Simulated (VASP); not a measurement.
## HfB2: relaxation of cell and atoms with LDA+U

Crystal: HfB2.

```
CELL_PARAMETERS angstrom
3.14000 0.00000 0.00000
-1.57000 2.71932 0.00000
0.00000 0.00000 3.48000
ATOMIC_POSITIONS crystal
Hf 0.00000 0.00000 0.00000
B 0.66667 0.33333 0.50000
B 0.33333 0.66667 0.50000
```

| Property | Result |
| --- | --- |
| Program | VASP 6.6.1 |
| Task | relaxation of cell and atoms |
| Functional | LDA |
| Potentials or basis | VASP PAW LDA potentials, release 64 (Hf_pv, B) |
| Cutoff | 600 eV |
| k mesh | 10 × 10 × 8 |
| Occupations | methfessel-paxton, width 0.1 eV |
| Spin | no spin polarisation |
| Hubbard terms | Hf d U = 7.0 eV |
| Dipole correction | no |
| Further INCAR settings | ALGO = Normal; EDIFF = 1e-07; IBRION = 2; EDIFFG = -0.01; NSW = 60; ISIF = 3 |

```json
{"Relaxed volume": "10.34 Å³/atom", "Relaxed cell": "a = 3.162 Å, b = 3.162 Å, c = 3.584 Å, α = 90.00°, β = 90.00°, γ = 120.00°", "Space group after relaxing (to 0.05 Å)": "P6/mmm (No. 191)", "Energy gained by relaxing": "17.6 meV/atom", "Ionic steps": "8", "Pressure after relaxing": "0.0 GPa", "Band gap on the k mesh": "none (metal or under the smearing width)"}
```

Step by step:
| step | energy change (eV) | largest force (eV/Å) | pressure (GPa) | volume (Å³) |
| --- | --- | --- | --- | --- |
| 1 | 0.0000 | 0.0000 | 11.01 | 29.71 |
| 2 | 0.0133 | 0.0000 | -11.81 | 32.73 |
| 3 | -0.0489 | 0.0000 | -0.73 | 31.09 |
| 4 | -0.0489 | 0.0000 | -0.51 | 31.06 |
| 5 | -0.0528 | 0.0000 | 0.17 | 31.00 |
| 6 | -0.0528 | 0.0000 | 0.17 | 31.01 |
| 7 | -0.0528 | 0.0000 | -0.16 | 31.05 |
| 8 | -0.0528 | 0.0000 | 0.00 | 31.03 |

Final structure:
```xyz
3
Lattice="3.1619 0.0000 0.0000 -1.5810 2.7383 0.0000 0.0000 0.0000 3.5835" Properties=species:S:1:pos:R:3 pbc="T T T"
Hf    0.0000    0.0000    0.0000
B     1.5810    0.9128    1.7918
B     0.0000    1.8255    1.7918
```

Levels at points of the mesh, in eV from the Fermi level:
```csv
k point,band 6,band 7,band 8,band 9,band 10,band 11
"(0.00, 0.00, 0.00)",-2.95,-2.72,-2.72,4.49,4.49,4.49
"(0.50, 0.00, 0.00)",-4.02,-3.72,-2.48,1.41,3.18,5.08
"(0.00, 0.00, 0.50)",-1.44,-1.44,0.81,0.81,1.41,1.41
"(0.50, 0.00, 0.50)",-4.78,-4.71,-3.36,3.43,4.00,6.67
```

Eigenvalues of the final occupation matrices:
```csv
site,spin,trace,eigenvalues
site 1 d,1,0.78,0.14 0.15 0.15 0.17 0.17
site 1 d,2,0.78,0.14 0.15 0.15 0.17 0.17
```

It took 80 s on 1 thread of AMD EPYC 9R45 96-Core Processor (Zen 5), with other jobs on the host, peak memory 0.15 GiB.

Caveat: U without spin polarisation on a metal has little footing; the U is typed as a test and isn't derived for this compound. The run has no spin-orbit coupling, so splittings on Hf are missing.
